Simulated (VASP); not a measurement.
# Re (P6_3/mmc) in VASP: settings compared

One crystal, Re, is run at these levels: PBEsol, r2SCAN; tasks: relaxation of cell and atoms.

Program: VASP 6.6.1. These are calculated values, not measurements. Logs are shortened: lines on timing, memory, paths and dates and some standing lists are left out, and cuts for length are marked.

### Step 1. The structure

The structure is hexagonal, space group P6_3/mmc (No. 194). Conventional cell: a = 2.748 Å, b = 2.748 Å, c = 4.452 Å, α = 90.00°, β = 90.00°, γ = 120.00°. Re (site symmetry -6m2) is surrounded by 12 Re at 2.73 to 2.75 Å.

### Step 2. Relaxation of cell and atoms, PBEsol

Contents of INCAR:

```
SYSTEM = Re
PREC     = Accurate       ! precision mode
ENCUT    = 600            ! plane-wave cutoff, eV
EDIFF    = 1E-7           ! SCF threshold, eV
ISMEAR   = 1              ! smearing method
SIGMA    = 0.1            ! smearing width, eV
LREAL    = .FALSE.        ! projectors in reciprocal space
LASPH    = .TRUE.         ! aspherical terms in the spheres
NELM     = 80             ! most SCF steps
ALGO     = Normal         ! electronic algorithm
ISIF     = 3              ! what is computed and relaxed
LWAVE    = .FALSE.        ! write WAVECAR
LCHARG   = .FALSE.        ! write CHGCAR
GGA      = PS             ! functional
IBRION   = 2              ! ionic algorithm
NSW      = 90             ! ionic steps
EDIFFG   = -0.005         ! ionic threshold
```

Contents of KPOINTS:

```
Automatic mesh
0
G
  15 15 8
  0 0 0
```

Contents of POSCAR:

```
Re                                      
1.0
    2.7479948008      0.0000000000      0.0000000000
   -1.3739974004      2.3798333070     -0.0000000000
   -0.0000000000      0.0000000000      4.4517449878
  Re            
     2
Direct
     0.3333333332999970    0.6666666667000030    0.2500000000000000
     0.6666666667000030    0.3333333332999970    0.7500000000000000
```

Potentials or basis: VASP PAW PBE potentials, release 64 (Re).

Started as:

```console
$ cat potpaw_PBE.64/Re/POTCAR > POTCAR
$ mpirun -np 1 vasp_std > vasp.out
```

OUTCAR:

```text
SYSTEM = Re
   PREC = Accurate
   ENCUT = 600
   EDIFF = 1E-7
   ISMEAR = 1
   LREAL = .FALSE.
   LASPH = .TRUE.
   NELM = 80
   ISIF = 3
   GGA = PS
   IBRION = 2
   NSW = 90
   EDIFFG = -0.005

 ion  position               nearest neighbor table
   1  0.333  0.667  0.250-   2 2.73   2 2.73   2 2.73   2 2.73   2 2.73   2 2.73
   2  0.667  0.333  0.750-   1 2.73   1 2.73   1 2.73   1 2.73   1 2.73   1 2.73

  LATTYP: Found a hexagonal cell.
 ALAT       =     2.7479948008
 C/A-ratio  =     1.6199976021

  Lattice vectors:

 A1 = (   2.7479948008,   0.0000000000,   0.0000000000)
 A2 = (  -1.3739974004,   2.3798333070,   0.0000000000)
 A3 = (   0.0000000000,   0.0000000000,   4.4517449878)

Analysis of symmetry for initial positions (statically):
=====================================================================
 Subroutine PRICEL returns:
 Original cell was already a primitive cell.

 Routine SETGRP: Setting up the symmetry group for a
 hexagonal supercell.

 Subroutine GETGRP returns: Found 24 space group operations
 (whereof 12 operations were pure point group operations)
 out of a pool of 24 trial point group operations.

The static configuration has the point symmetry D_3d.
 The point group associated with its full space group is D_6h.

Analysis of symmetry for dynamics (positions and initial velocities):
=====================================================================
 Subroutine PRICEL returns:
 Original cell was already a primitive cell.

 Routine SETGRP: Setting up the symmetry group for a
 hexagonal supercell.

 Subroutine GETGRP returns: Found 24 space group operations
 (whereof 12 operations were pure point group operations)
 out of a pool of 24 trial point group operations.

The dynamic configuration has the point symmetry D_3d.
 The point group associated with its full space group is D_6h.

 Subroutine INISYM returns: Found 24 space group operations
 (whereof 12 operations are pure point group operations),
 and found     1 'primitive' translations

----------------------------------------------------------------------------------------

                                     Primitive cell

  volume of cell :      29.1134

  direct lattice vectors                    reciprocal lattice vectors
     2.747994801  0.000000000  0.000000000     0.363901707  0.210098749  0.000000000
    -1.373997400  2.379833307  0.000000000     0.000000000  0.420197497  0.000000000
     0.000000000  0.000000000  4.451744988     0.000000000  0.000000000  0.224631016

  length of vectors
     2.747994801  2.747994801  4.451744988     0.420197497  0.420197497  0.224631016

  position of ions in fractional coordinates (direct lattice)
     0.333333333  0.666666667  0.250000000
     0.666666667  0.333333333  0.750000000

  ion indices of the primitive-cell ions
   primitive index   ion index
                 1           1
                 2           2

----------------------------------------------------------------------------------------

 KPOINTS: Automatic mesh

Automatic generation of k-mesh.
 Grid dimensions read from file:
 generate k-points for:   15   15    8

 Generating k-lattice:

  Cartesian coordinates                     Fractional coordinates (reciprocal lattice)
     0.024260114  0.014006583  0.000000000     0.066666667  0.000000000  0.000000000
     0.000000000  0.028013166  0.000000000     0.000000000  0.066666667  0.000000000
     0.000000000  0.000000000  0.028078877     0.000000000  0.000000000  0.125000000

  Length of vectors
     0.028013166  0.028013166  0.028078877

  Shift w.r.t. Gamma in fractional coordinates (k-lattice)
     0.000000000  0.000000000  0.000000000

 Subroutine IBZKPT returns following result:
 ===========================================

 Found    135 irreducible k-points:

 Following reciprocal coordinates:
            Coordinates               Weight
  0.000000  0.000000  0.000000      1.000000
  0.066667  0.000000  0.000000      6.000000
  0.133333  0.000000  0.000000      6.000000
  0.200000 -0.000000  0.000000      6.000000
  0.266667  0.000000  0.000000      6.000000
  0.333333 -0.000000  0.000000      6.000000
[... 16 lines left out ...]
  0.333333  0.200000  0.000000     12.000000
  0.400000  0.200000  0.000000      6.000000
 [... further k-points ...]
   k-points           NKPTS =    135   k-points in BZ     NKDIM =    135   number of bands    NBANDS=     11
   number of dos      NEDOS =    301   number of ions     NIONS =      2
   total plane-waves  NPLWV =  20736
   dimension x,y,z NGX =    24 NGY =   24 NGZ =   36
   dimension x,y,z NGXF=    48 NGYF=   48 NGZF=   72
   ions per type =               2
   NGX,Y,Z   is equivalent  to a cutoff of  14.52, 14.52, 13.44 a.u.
   NGXF,Y,Z  is equivalent  to a cutoff of  29.04, 29.04, 26.89 a.u.
 SYSTEM =  Re
   PREC   = accura    normal or accurate (medium, high low for compatibility)
   ISTART =      0    job   : 0-new  1-cont  2-samecut
   ICHARG =      2    charge: 1-file 2-atom 10-const
   ISPIN  =      1    spin polarized calculation?
   LNONCOLLINEAR =      F non collinear calculations
   LSORBIT =      F    spin-orbit coupling
   LASPH  =      T    aspherical Exc in radial PAW
   ENCUT  =  600.0 eV  44.10 Ry    6.64 a.u.   5.49  5.49  8.89*2*pi/ulx,y,z
   NELM   =     80;   NELMIN=  2; NELMDL= -5     # of ELM steps
   EDIFF  = 0.1E-06   stopping-criterion for ELM
   LREAL  =      F    real-space projection
   EDIFFG = -.5E-02   stopping-criterion for IOM
   NSW    =     90    number of steps for IOM
   IBRION =      2    ionic relax: 0-MD 1-quasi-New 2-CG
   NFREE  =      1    steps in history (QN), initial steepest desc. (CG)
   ISIF   =      3    stress and relaxation
   ISYM   =      2    0-nonsym 1-usesym 2-fastsym
   POTIM  = 0.5000    time-step for ionic-motion
   TEBEG  =    0.0;   TEEND  =   0.0 temperature during run
   PSTRESS=    0.0 pullay stress
   NELECT =      14.0000    total number of electrons
   NUPDOWN=      -1.0000    fix difference up-down
   EMIN   =  10.00;   EMAX   =-10.00  energy-range for DOS
   EFERMI =   0.00;   METHOD = LEGACY
   ISMEAR =     1;   SIGMA  =   0.10  broadening in eV -4-tet -1-fermi 0-gaus
   EFERMI_NEDOS =   21; number of points for ismear=-14 and -15
   IALGO  =     38    algorithm
   IMIX   =      4    mixing-type and parameters
     AMIX     =   0.40;   BMIX     =  1.00
     AMIX_MAG =   1.60;   BMIX_MAG =  1.00
  volume/ion in A,a.u.               =      14.56        98.23
  Fermi-wavevector in a.u.,A,eV,Ry     =   1.282586  2.423737 22.381960  1.645028
  Thomas-Fermi vector in A             =   2.414889
   LORBIT       =      0    0 simple, 1 ext, 2 COOP (PROOUT), +10 PAW based schemes
   GGA     = PS    functional components
   LHFCALC =     F    Hartree Fock is set to
   AEXX    =    0.0000 exact exchange contribution
   IVDW    =     0    specifies the selected vdW correction
   LEPSILON=     F    determine dielectric tensor
   LRPA    =     F    only Hartree local field effects (RPA)
 conjugate gradient relaxation of ions
 non-spin polarized calculation
 Methfessel and Paxton  Order N= 1 SIGMA  =   0.10
  energy-cutoff  :      600.00
  volume of cell :       29.11
 maximum number of plane-waves:      1002
 NGX is ok and might be reduce to    24
   NGX = 11   NGY = 11   NGZ = 17

--------------------------------------- Ionic step        1  -------------------------------------------

 number of electron      14.0000000 magnetization

 Free energy of the ion-electron system (eV)
  ---------------------------------------------------
  ext. energy  EPLUGINS =         0.00000000
  ---------------------------------------------------
  free energy    TOTEN  =       -26.74128599 eV

  energy without entropy =      -26.74201310  energy(sigma->0) =      -26.74152836

------------------------ aborting loop because EDIFF is reached ----------------------------------------

  FORCE on cell =-STRESS in cart. coord.  units (eV):
  Direction    XX          YY          ZZ          XY          YZ          ZX
  --------------------------------------------------------------------------------------
  -------------------------------------------------------------------------------------
  Total        0.0151893      0.0151893      0.0154546     -0.0000000      0.0000000      0.0000000
  in kB        0.8359024      0.8359024      0.8505044     -0.0000000      0.0000000      0.0000000
  external PRESSURE =       0.8407698 kB  Pullay stress =       0.0000000 kB
[... 57 lines left out ...]
  energy  without entropy=      -26.7419914377  energy(sigma->0) =      -26.74150119

--------------------------------------- Ionic step        3  -------------------------------------------

 number of electron      14.0000000 magnetization

 Free energy of the ion-electron system (eV)
  ---------------------------------------------------
  ext. energy  EPLUGINS =         0.00000000
  ---------------------------------------------------
  free energy    TOTEN  =       -26.74128708 eV

  energy without entropy =      -26.74201591  energy(sigma->0) =      -26.74153003

 E-fermi :   7.8186     XC(G=0): -13.8778

 val. band max:        7.8079397795   @ k =   0.2000   0.1333   0.5000
 cond. band min:       7.8385508567   @ k =   0.1333   0.0667   0.0000
 fundamental gap:      0.0306110772
 Fermi energy:         7.8185638474

 k-point     1 :       0.0000    0.0000    0.0000
  band No.  band energies     occupation
      1      -2.1228      2.00000
      2       1.1243      2.00000
      3       6.1968      2.00000
      4       6.2406      2.00000
      5       6.2406      2.00000
      6       7.0852      2.00000
      7       7.0852      2.00000
      8       8.0617     -0.00312
      9       8.0617     -0.00312
     10       8.4469     -0.00000
     11      11.2665      0.00000
[... 309 lines left out ...]
 k-point    24 :       0.4000    0.2000    0.0000
  band No.  band energies     occupation
      1       2.5617      2.00000
      2       2.9876      2.00000
      3       2.9915      2.00000
      4       5.1064      2.00000
      5       5.5554      2.00000
      6       6.1246      2.00000
      7       7.4960      2.00005
      8      10.8647      0.00000
      9      11.6014      0.00000
     10      11.6116      0.00000
     11      14.5815      0.00000

 [... further k-points ...]

------------------------ aborting loop because EDIFF is reached ----------------------------------------

  FORCE on cell =-STRESS in cart. coord.  units (eV):
  Direction    XX          YY          ZZ          XY          YZ          ZX
  --------------------------------------------------------------------------------------
  -------------------------------------------------------------------------------------
  Total       -0.0007403     -0.0007403     -0.0004896      0.0000000     -0.0000000      0.0000000
  in kB       -0.0407323     -0.0407323     -0.0269381      0.0000000     -0.0000000      0.0000000
  external PRESSURE =      -0.0361343 kB  Pullay stress =       0.0000000 kB
[... 17 lines left out ...]
  FREE ENERGIE OF THE ION-ELECTRON SYSTEM (eV)
  ---------------------------------------------------
  free  energy   TOTEN  =       -26.7412870847 eV

  energy  without entropy=      -26.7420159105  energy(sigma->0) =      -26.74153003

 reached required accuracy - stopping structural energy minimisation
```

Wall time 46 s (1 thread of Intel Xeon Platinum 8559C (Emerald Rapids), shared host); peak memory 0.2 GiB.

Results:

| Item | Value |
| --- | --- |
| Free energy | -26.7413 eV |
| Relaxed volume | 14.56 Å³/atom |
| Relaxed cell | a = 2.748 Å, b = 2.748 Å, c = 4.452 Å, α = 90.00°, β = 90.00°, γ = 120.00° |
| Space group after relaxing (to 0.05 Å) | P6_3/mmc (No. 194) |
| Energy gained by relaxing | 0.0 meV/atom |
| Ionic steps | 3 |
| Pressure after relaxing | 0.0 GPa |
| Band gap on the k mesh | none (metal or under the smearing width) |

Final structure:
```xyz
2
Lattice="2.7482 0.0000 0.0000 -1.3741 2.3800 0.0000 0.0000 0.0000 4.4520" Properties=species:S:1:pos:R:3 pbc="T T T"
Re    0.0000    1.5867    1.1130
Re    1.3741    0.7933    3.3390
```

Levels at points of the mesh, in eV from the Fermi level:
| k point | band 3 | band 4 | band 5 | band 6 | band 7 | band 8 | band 9 | band 10 | band 11 |
| --- | --- | --- | --- | --- | --- | --- | --- | --- | --- |
| (0.00, 0.00, 0.00) | -1.62 | -1.58 | -1.58 | -0.73 | -0.73 | 0.24 | 0.24 | 0.63 | 3.45 |
| (0.00, 0.00, 0.50) | -2.41 | -2.41 | -1.70 | -1.70 | -1.70 | -1.70 | 2.62 | 2.62 | 2.62 |

Caveat: the PAW data sets were made with another functional, which shifts forces and pressure a little. Spin-orbit coupling is left out, which matters for the levels of Re.

[end of part 1 of 2]
